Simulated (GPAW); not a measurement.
# Li (Im-3m) in GPAW: a series of runs

Aim: see how the results for Li move with the level of theory and the settings. Levels: PW91+D3(BJ), mBEEF, PBE. Tasks: equation of state, band structure.

All numbers are computed with GPAW 26.7.0; they aren't measurements. Logs are shortened: lines on timing, memory, paths and dates and some standing lists are left out, and cuts for length are marked. The log counts tension as positive stress, the text compression.

## 1. The structure

It takes space group Im-3m (No. 229, cubic). Conventional cell: a = 3.509 Å, b = 3.509 Å, c = 3.509 Å, α = 90.00°, β = 90.00°, γ = 90.00°. Li (site symmetry m-3m) has 8 Li at 3.04 Å as nearest neighbours.

## 2. Equation of state, PW91+D3(BJ)

The input, run.py:

```python
from ase.calculators.mixing import SumCalculator
from ase.eos import EquationOfState
from ase.io import Trajectory
from ase.spacegroup import crystal
from ase.units import GPa
from dftd3.ase import DFTD3
from gpaw import GPAW, PW, setup_paths

setup_paths.insert(0, '.')

# Li 2a
atoms = crystal(['Li'],
                basis=[[0.0, 0.0, 0.0]],
                spacegroup=229, setting=1,  # Im-3m
                cellpar=[3.5093, 3.5093, 3.5093, 90.0, 90.0, 90.0],
                primitive_cell=True)

traj = Trajectory('eos.traj', 'w')
volumes, energies = [], []
for x in [0.94, 0.96, 0.98, 1.0, 1.02, 1.04, 1.06]:
    a = atoms.copy()
    a.set_cell(atoms.cell * x**(1 / 3), scale_atoms=True)
    calc = GPAW(mode=PW(800),
                xc='GGA_X_PW91+GGA_C_PW91',
                kpts={'size': (11, 11, 11), 'gamma': True},
                occupations={'name': 'fermi-dirac', 'width': 0.05},
                nbands=6,
                convergence={'density': 1e-05, 'energy': 1e-05},
                maxiter=150,
                txt=f'eos-{x:.2f}.txt')
    a.calc = SumCalculator([calc, DFTD3(method='pw91', damping='d3bj')])
    energies.append(a.get_potential_energy())
    volumes.append(a.get_volume())
    p = -a.get_stress()[:3].mean() / GPa
    calc.write(f'eos-{x:.2f}.gpw')
    traj.write(a)
    print(f'{x:.2f} {volumes[-1]:10.4f} A^3 {energies[-1]:14.6f} eV {p:9.3f} GPa', flush=True)

v0, e0, B = EquationOfState(volumes, energies, eos='birchmurnaghan').fit()
print(f'V0 = {v0:.4f} A^3, E0 = {e0:.6f} eV, B0 = {B / GPa:.2f} GPa')
```

Potentials or basis: PAW data sets generated in the run's folder for this functional, pw.

Launch:

```bash
$ gpaw-setup -f GGA_X_PW91+GGA_C_PW91 Li
$ OMP_NUM_THREADS=1 python run.py
```

The program printed:

```text
__  _  _
 | _ |_)|_||  |
 |__||  | ||/\| - 26.7.0

Input parameters:
  mode=PW(ecut=800.0),
  convergence={'density': 1e-05, 'energy': 1e-05},
  kpts=MonkhorstPack(size=(11, 11, 11), gamma=True),
  maxiter=150,
  nbands=6,
  occupations=Occupations(name='fermi-dirac', width=0.05),
  xc=XC(name='GGA_X_PW91+GGA_C_PW91')

Diagonalizing LCAO Hamiltonian
Converting LCAO to pw mode

       Li

Atoms  # Å, Bohr magnetons
|   | symbol |        x |        y |        z |    initial magnetic moments |
|---|--------|----------|----------|----------|-----------------------------|
| 0 |     Li | 0.000000 | 0.000000 | 0.000000 | ( 0.0000,  0.0000,  0.0000) |

Unit cell  # Å
| periodic |         x |         y |         z |  lengths |     angles |
|----------|-----------|-----------|-----------|----------|------------|
|      yes | -1.718831 |  1.718831 |  1.718831 | 2.977102 | 109.471221 |
|      yes |  1.718831 | -1.718831 |  1.718831 | 2.977102 | 109.471221 |
|      yes |  1.718831 |  1.718831 | -1.718831 | 2.977102 | 109.471221 |

Number of symmetries: 48
Symmetry operations  # r_c * U_cc + t_c -> r_c
|    | kind |            matrix            |
|----|------|------------------------------|
|  0 |  σ   |  1, 1, 1,  0, 0,-1,  0,-1, 0 |
|  1 |  C4  |  1, 1, 1,  0, 0,-1, -1, 0, 0 |
|  2 |  C2  |  1, 1, 1,  0,-1, 0,  0, 0,-1 |
|  3 |  S6  |  1, 1, 1,  0,-1, 0, -1, 0, 0 |
|  4 |  S6  |  1, 1, 1, -1, 0, 0,  0, 0,-1 |
|  5 |  C4  |  1, 1, 1, -1, 0, 0,  0,-1, 0 |
|  6 |  E   |  1, 0, 0,  0, 1, 0,  0, 0, 1 |
|  7 |  σ   |  1, 0, 0,  0, 1, 0, -1,-1,-1 |
|  8 |  σ   |  1, 0, 0,  0, 0, 1,  0, 1, 0 |
|  9 |  C3  |  1, 0, 0,  0, 0, 1, -1,-1,-1 |
| 10 |  C3  |  1, 0, 0, -1,-1,-1,  0, 1, 0 |
| 11 |  σ   |  1, 0, 0, -1,-1,-1,  0, 0, 1 |
| 12 |  σ   |  0, 1, 0,  1, 0, 0,  0, 0, 1 |
| 13 |  C2  |  0, 1, 0,  1, 0, 0, -1,-1,-1 |
| 14 |  C3  |  0, 1, 0,  0, 0, 1,  1, 0, 0 |
| 15 |  S4  |  0, 1, 0,  0, 0, 1, -1,-1,-1 |
| 16 |  S4  |  0, 1, 0, -1,-1,-1,  1, 0, 0 |
| 17 |  C3  |  0, 1, 0, -1,-1,-1,  0, 0, 1 |
| 18 |  C3  |  0, 0, 1,  1, 0, 0,  0, 1, 0 |
| 19 |  S4  |  0, 0, 1,  1, 0, 0, -1,-1,-1 |
| 20 |  σ   |  0, 0, 1,  0, 1, 0,  1, 0, 0 |
| 21 |  C3  |  0, 0, 1,  0, 1, 0, -1,-1,-1 |
| 22 |  C2  |  0, 0, 1, -1,-1,-1,  1, 0, 0 |
| 23 |  S4  |  0, 0, 1, -1,-1,-1,  0, 1, 0 |
| 24 |  C4  |  0, 0,-1,  1, 1, 1,  0,-1, 0 |
| 25 |  σ   |  0, 0,-1,  1, 1, 1, -1, 0, 0 |
| 26 |  S6  |  0, 0,-1,  0,-1, 0,  1, 1, 1 |
| 27 |  C2  |  0, 0,-1,  0,-1, 0, -1, 0, 0 |
| 28 |  C4  |  0, 0,-1, -1, 0, 0,  1, 1, 1 |
| 29 |  S6  |  0, 0,-1, -1, 0, 0,  0,-1, 0 |
| 30 |  S6  |  0,-1, 0,  1, 1, 1,  0, 0,-1 |
| 31 |  C4  |  0,-1, 0,  1, 1, 1, -1, 0, 0 |
| 32 |  C4  |  0,-1, 0,  0, 0,-1,  1, 1, 1 |
| 33 |  S6  |  0,-1, 0,  0, 0,-1, -1, 0, 0 |
| 34 |  σ   |  0,-1, 0, -1, 0, 0,  1, 1, 1 |
| 35 |  C2  |  0,-1, 0, -1, 0, 0,  0, 0,-1 |
| 36 |  C2  | -1, 0, 0,  1, 1, 1,  0, 0,-1 |
| 37 |  S6  | -1, 0, 0,  1, 1, 1,  0,-1, 0 |
| 38 |  S6  | -1, 0, 0,  0, 0,-1,  1, 1, 1 |
| 39 |  C2  | -1, 0, 0,  0, 0,-1,  0,-1, 0 |
| 40 |  C2  | -1, 0, 0,  0,-1, 0,  1, 1, 1 |
| 41 |  i   | -1, 0, 0,  0,-1, 0,  0, 0,-1 |
| 42 |  S4  | -1,-1,-1,  1, 0, 0,  0, 1, 0 |
| 43 |  C3  | -1,-1,-1,  1, 0, 0,  0, 0, 1 |
| 44 |  C3  | -1,-1,-1,  0, 1, 0,  1, 0, 0 |
| 45 |  σ   | -1,-1,-1,  0, 1, 0,  0, 0, 1 |
| 46 |  S4  | -1,-1,-1,  0, 0, 1,  1, 0, 0 |
| 47 |  C2  | -1,-1,-1,  0, 0, 1,  0, 1, 0 |

BZ-sampling:
  Number of BZ points: 1331
  Number of IBZ points: 56

  Monkhorst-Pack size: [11, 11, 11]
  Monkhorst-Pack shift: [0, 0, 0]

K-points  # in reciprocal-cell coordinates
|     |                                coordinates |     weight |
|-----|--------------------------------------------|------------|
|   0 | (  0.00000000,   0.00000000,   0.00000000) | 0.00075131 |
|   1 | (  0.09090909,   0.00000000,   0.00000000) | 0.00901578 |
|   2 | (  0.09090909,   0.09090909,  -0.09090909) | 0.00450789 |
|   3 | (  0.18181818,   0.00000000,  -0.09090909) | 0.01803156 |
|   4 | (  0.18181818,   0.00000000,   0.00000000) | 0.00901578 |
|   5 | (  0.18181818,   0.09090909,  -0.09090909) | 0.01803156 |
|   6 | (  0.18181818,   0.18181818,  -0.18181818) | 0.00450789 |
|   7 | (  0.27272727,  -0.09090909,  -0.09090909) | 0.00601052 |
|   8 | (  0.27272727,   0.00000000,  -0.09090909) | 0.03606311 |
|   9 | (  0.27272727,   0.00000000,   0.00000000) | 0.00901578 |
| ... |                                            |            |
|  55 | (  0.45454545,   0.45454545,   0.45454545) | 0.00601052 |

Plane wave coefficients: 1055
Cutoff: 800.0 eV

Spin-components: 1 (collinear spins)
Bands:           6
Projectors:      5
Spin-degeneracy: 2
Datatype:        complex128

Parallelization:
  kpt:    1
  domain: 1
  band:   1

Density:
  Valence electrons: 1.0
  Components: 1
  Grid points: [20 20 20]
  Charge: 0.0  # |e|

Potential:
  Grid points: [20 20 20]

species:
  Li:
    name:    Lithium
    Z:       3.0
    valence: 1
    core:    2
    charge:  0.0  # [|e|]
    compensation charges:
      type: gauss
      rc: 0.33  # [Å]
      lmax: 2
    cutoffs:
      filter: 1.91  # [Å]
      core: 2.55  # [Å]
    projectors
    | kind |    occ | energy [eV] | rcut [Å] |
    |------|--------|-------------|----------|
    |   2s |  1.000 |      -2.888 |    1.058 |
    |   2p |  0.000 |      -1.110 |    1.058 |
    |    s |        |      24.323 |    1.058 |
    |    p |        |      26.101 |    1.058 |
    |    d |        |       0.000 |    1.058 |

    Using partial waves for Li as LCAO basis

Reference energy: -203.134026  # eV

eigensolver:
  PPCG
  Converge bands: occupied
  niter=2

density mixing:
  MSR1-Mixer
  Pratt-step length: 0.05
  Maximum mixing coefficient: 0.75
  Old densities: 10
  SVD Regularization: 0.005
  Good broyden scale: 1.0
  Trust region scale: 1.0
  Backstep threshold: 4.0
  History deletion threshold: 6.0
  Fourier metric: weight=20.0, sigma=0.015

occupation numbers:
  Fermi-Dirac:
    width: 0.0500  # eV

poisson solver:
  ecut: 6400.0  # eV

xc functional:
  name: GGA_X_PW91+GGA_C_PW91 with 2 nearest neighbor stencil

convergence criteria:
- Maximum integral of absolute [dens]ity change: 1e-05 electrons / valence electron
- Maximum [total energy] change in last 3 cyles: 1e-05 eV / valence electron
- Maximum integral of absolute [eigenst]ate change: 4e-08 eV^2 / valence electron
maximum number of iterations: 150

SCF iterations
|iter     | |      energy | eigst |  dens |
|---------|-|-------------|-------|-------|
|iter:   1| |   -1.903577 | -0.11 |       |
|iter:   2| |   -1.901284 | -2.70 | -1.26 |
|iter:   3| |   -1.890827 | -2.85 | -1.28 |
|iter:   4| |   -1.890599 | -3.06 | -1.77 |
|iter:   5| |   -1.890607 | -5.25 | -2.56 |
|iter:   6| |   -1.890607c| -7.70c| -3.24 |
|iter:   7| |   -1.890607c| -8.55c| -4.74 |
|iter:   8| |   -1.890607c| -9.19c| -5.25c|

Converged in 8 steps
Energy contributions relative to reference atoms: (reference = -203.134026)

Energy contributions:
  Kinetic:           1.890865
  Coulomb:          -1.629938
  Zero:              0.000234
  External:          0.000000
  Xc:               -2.149911
  Entropy:          -0.003711
  Spinorbit:         0.000000
  ----------------------------
  Free energy:      -1.892462
  Extrapolated:     -1.890607

dipole moment: (-0.986728, -0.986728, -0.986728)  # |e|*Ang

Fermi level: 0.364
Eigenvalues  # (at kpt = [0.000, 0.000, 0.000])
| band index |      eig [eV] | occ [0-2] |
|------------|---------------|-----------|
|          0 |        -3.228 |     2.000 |
|          1 |        14.939 |     0.000 |
|          2 |        14.939 |     0.000 |
|          3 |        14.939 |     0.000 |
|          4 |        19.703 |     0.000 |
|          5 |        19.705 |     0.000 |

No gap
No difference between direct/indirect transitions

Stress tensor  # eV/Ang^3
|         x |         y |         z |
|-----------|-----------|-----------|
| -0.000333 | -0.000000 | -0.000000 |
| -0.000000 | -0.000333 |  0.000000 |
| -0.000000 |  0.000000 | -0.000333 |

# Writing to eos-0.94.gpw (mode='')
```

It took 30 s on 1 thread of Arm Neoverse V2, shared host; peak memory 0.19 GiB.

What came out:

```
Equilibrium volume : 18.98 Å³/atom (rough: see the caveat)
Bulk modulus       : 14.9 GPa (rough)
```

Energy against volume, from the lowest point:
```
volume (Å³/atom)  energy (meV/atom)
          20.312               0.00
          20.744               2.78
          21.177               6.18
          21.609              10.16
          22.041              14.64
          22.473              19.60
          22.905              24.99
```

Caveat: the minimum lies outside the volumes run.

## 3. Band structure, mBEEF

The input, run.py:

```python
from ase.dft.bandgap import bandgap
from ase.io import read, write
from ase.units import GPa
from gpaw import GPAW, PW

atoms = read('POSCAR')

calc = GPAW(mode=PW(800),
            xc='mBEEF',
            kpts={'size': (11, 11, 11), 'gamma': True},
            occupations={'name': 'fermi-dirac', 'width': 0.05},
            nbands=6,
            convergence={'density': 1e-05, 'energy': 1e-05},
            maxiter=150,
            txt='gpaw.txt')
atoms.calc = calc
energy = atoms.get_potential_energy()
forces = atoms.get_forces()
stress = atoms.get_stress()
calc.write('gs.gpw')
write('result.traj', atoms)
print(f'Energy: {energy:.6f} eV')
print('Forces (eV/A):')
print(forces.round(4))
print('Stress (GPa):', (stress / GPa).round(3))
print('Fermi level:', round(calc.get_fermi_level(), 4), 'eV')
print(f'Gap: {bandgap(calc)[0]:.4f} eV, direct: {bandgap(calc, direct=True)[0]:.4f} eV')

path = atoms.cell.bandpath('GHNGPH,PN', npoints=80, eps=1e-4)
bs_calc = calc.fixed_density(kpts=path, symmetry='off', nbands=13,
                             convergence={'bands': 'CBM+6.0', 'eigenstates': 1e-6}, txt='bands.txt')
bs = bs_calc.band_structure()
bs.write('bs.json')
print(f'Gap on the path: {bandgap(bs_calc)[0]:.4f} eV')
```

The input, POSCAR:

```
Li
1.0
   -1.7546500000      1.7546500000      1.7546500000
    1.7546500000     -1.7546500000      1.7546500000
    1.7546500000      1.7546500000     -1.7546500000
Li
1
Direct
    0.0000000000      0.0000000000      0.0000000000
```

Potentials or basis: GPAW PAW data sets (gpaw-data 1.2.1), pw.

Launch:

```bash
$ OMP_NUM_THREADS=1 python run.py
```

gpaw.txt:

```text
__  _  _
 | _ |_)|_||  |
 |__||  | ||/\| - 26.7.0

Input parameters:
  mode=PW(ecut=800.0),
  convergence={'density': 1e-05, 'energy': 1e-05},
  kpts=MonkhorstPack(size=(11, 11, 11), gamma=True),
  maxiter=150,
  nbands=6,
  occupations=Occupations(name='fermi-dirac', width=0.05),
  xc=XC(name='mBEEF')

Diagonalizing LCAO Hamiltonian
Converting LCAO to pw mode

       Li

Atoms  # Å, Bohr magnetons
|   | symbol |        x |        y |        z |    initial magnetic moments |
|---|--------|----------|----------|----------|-----------------------------|
| 0 |     Li | 0.000000 | 0.000000 | 0.000000 | ( 0.0000,  0.0000,  0.0000) |

Unit cell  # Å
| periodic |         x |         y |         z |  lengths |     angles |
|----------|-----------|-----------|-----------|----------|------------|
|      yes | -1.754650 |  1.754650 |  1.754650 | 3.039143 | 109.471221 |
|      yes |  1.754650 | -1.754650 |  1.754650 | 3.039143 | 109.471221 |
|      yes |  1.754650 |  1.754650 | -1.754650 | 3.039143 | 109.471221 |

Number of symmetries: 48
Symmetry operations  # r_c * U_cc + t_c -> r_c
|    | kind |            matrix            |
[... 166 lines left out ...]
|iter:  10| |   -4.612760c| -7.86c| -4.52 |
|iter:  11| |   -4.612760c| -8.31c| -4.82 |
|iter:  12| |   -4.612760c| -8.48c| -5.37c|

Converged in 12 steps
Energy contributions relative to reference atoms: (reference = -202.787820)

Energy contributions:
  Kinetic:           1.461153
  Coulomb:          -1.314765
  Zero:             -0.007118
  External:          0.000000
  Xc:               -4.750262
  Entropy:          -0.003536
  Spinorbit:         0.000000
  ----------------------------
  Free energy:      -4.614528
  Extrapolated:     -4.612760

dipole moment: (-1.009089, -1.009089, -1.009089)  # |e|*Ang

Fermi level: 0.012
Eigenvalues  # (at kpt = [0.000, 0.000, 0.000])
| band index |      eig [eV] | occ [0-2] |
|------------|---------------|-----------|
|          0 |        -3.801 |     2.000 |
|          1 |        14.996 |     0.000 |
|          2 |        14.996 |     0.000 |
|          3 |        14.996 |     0.000 |
|          4 |        20.216 |     0.000 |
|          5 |        20.236 |     0.000 |

No gap
No difference between direct/indirect transitions

Forces  # eV/Ang
|       x |       y |        z |
|---------|---------|----------|
| 0.00000 | 0.00000 | -0.00000 |  # Li   0

Stress tensor  # eV/Ang^3
|         x |         y |         z |
|-----------|-----------|-----------|
|  0.007784 | -0.000000 | -0.000000 |
| -0.000000 |  0.007784 |  0.000000 |
| -0.000000 |  0.000000 |  0.007784 |

# Writing to gs.gpw (mode='')
```

Wall time 24 s (1 thread of Arm Neoverse V2, shared host); peak memory 0.17 GiB.

Results:

```
Free energy             : -4.6145 eV
Pressure                : -1.2 GPa
Band gap along the path : none (metal or under the smearing width)
```

Levels at the corners of the path, in eV from the Fermi level:
```
point  band 1  band 2  band 3
    Γ   -3.81   14.98   14.98
    H    5.91    5.91    5.91
    N    0.26    3.30   10.83
    Γ   -3.81   14.98   14.98
    P    3.51    3.51    3.51
    H    5.91    5.91    5.91
    P    3.51    3.51    3.51
    N    0.26    3.30   10.83
```

Caveat: the PAW data sets were made with another functional, which shifts forces and pressure a little.

[end of part 1 of 2]
